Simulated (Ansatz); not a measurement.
Runs of Ansatz 0.2.0 on Ga. The structure is orthorhombic, space group Cmce (No. 64). The conventional cell has a = 4.523 Å, b = 7.661 Å, c = 4.524 Å, α = 90.00°, β = 90.00°, γ = 90.00°. Around Ga (site symmetry m) lie 7 Ga at 2.48 to 2.79 Å. 

```tsv
task	level	gap on the mesh (eV)	pressure (GPa)	V0 of scaled cells (Å³/atom)	B0 (GPa)	largest force (eV/Å)
single point	PBE	none	(b)	-	-	0.11
single point	PBEsol	none	(c)	-	-	0.12
equation of state	PBE	-	-	20.30	48	-
equation of state	PBEsol	-	-	(a)	61	-
```

Alike in all rows: potentials or basis Ansatz PAW; no spin polarisation; cell as given; k mesh 7 × 7 × 6; cutoff (eV) 420; smearing fermi-dirac 0.05 eV.

Question: Estimate the missing entries.

Answer: (a) 19.05; (b) 1.9; (c) -1.6.

Caveats: the PAW data sets come from PBE, with cores solved anew for the run's functional, which leaves a small shift of forces and pressure (some runs); the cell was scaled at fixed shape and fractional positions, which overstates the stiffness of a crystal with free parameters, most of all of layers and chains (some runs).

A k mesh can miss the band edges, and the runs leave out spin-orbit coupling on Ga.

A gap of «none» marks a metal or a gap under the smearing width.

Not every run made on this cell is shown here.
